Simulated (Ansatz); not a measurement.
Mg under changes of volume

One of the cells (23.237 Å³/atom); the others are scaled copies at fixed shape and fractional positions:

```
Mg
1.0
     3.20930    0.00000    0.00000
    -1.60465    2.77934    0.00000
     0.00000    0.00000    5.21030
Mg
2
Direct
  0.66667 0.33333 0.75000
  0.33333 0.66667 0.25000
```

| Property | Result |
| --- | --- |
| Program | Ansatz 0.2.0 |
| Functional | PBEsol |
| Potentials or basis | Ansatz PAW |
| Cutoff | 420 eV (not typed: the program's choice for these potentials) |
| k mesh | 10 × 10 × 5 |
| Occupations | fermi-dirac, width 0.05 eV |
| Spin | no spin polarisation |

```tsv
volume (Å³/atom)	energy over the lowest point (meV/atom)	pressure (GPa)
21.843	2.30	1.3
22.308	0.00	0.4
22.772	0.01	-0.4
23.237	2.11	-1.0
23.702	6.07	-1.7
24.167	?	?
24.631	18.90	-2.7
```

Q: What does the run at 24.167 Å³/atom give?

A: Energy over the lowest point 11.73 meV/atom; pressure -2.2 GPa.

Worked out: A Birch-Murnaghan fit of order 3 (a polynomial in V^(-2/3)) to the other rows has its minimum at 22.54 Å³/atom with B0 = V·E''(V) = 37 GPa and B' = 4.1 at fixed shape and positions, which overstates the stiffness. It gives 11.73 meV/atom at 24.167 Å³/atom, against the run's 11.73, and -dE/dV = -2.2 GPa, against -2.2.

Energies are extrapolated to zero smearing.

Caveats: the PAW data sets come from PBE, with cores solved anew for the run's functional, which leaves a small shift of forces and pressure.
